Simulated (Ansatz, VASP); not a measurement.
# Os: VASP beside Ansatz

```
CELL_PARAMETERS angstrom
2.73410 0.00000 0.00000
-1.36705 2.36780 0.00000
0.00000 0.00000 4.23331
ATOMIC_POSITIONS crystal
Os 0.33333 0.66667 0.25000
Os 0.66667 0.33333 0.75000
```

Change from the starting cell: zz strain of -2 %.

Alike in both runs: task single point; functional PBEsol; k mesh 17 × 17 × 10; occupations fermi-dirac, width 0.08 eV; no spin polarisation.

|  | VASP | Ansatz |
| --- | --- | --- |
| version | VASP 6.6.1 | Ansatz 0.2.0 |
| potentials or method | VASP PAW PBE potentials, release 64 (Os), cutoff 520 eV | all-electron LAPW, scalar-relativistic |

|  | VASP | Ansatz | Ansatz less VASP |
| --- | --- | --- | --- |
| pressure (GPa) | 7.5 | 6.8 | -0.69 |
| largest component of the traceless stress (GPa) | 8.59 | 8.67 | +0.083 |

Ansatz ran all-electron here, so the differences hold the error of VASP's frozen core and of both bases.

Caveats: the PAW data sets were made with another functional, which shifts forces and pressure a little (VASP). Spin-orbit coupling is left out, which matters for the levels of Os.
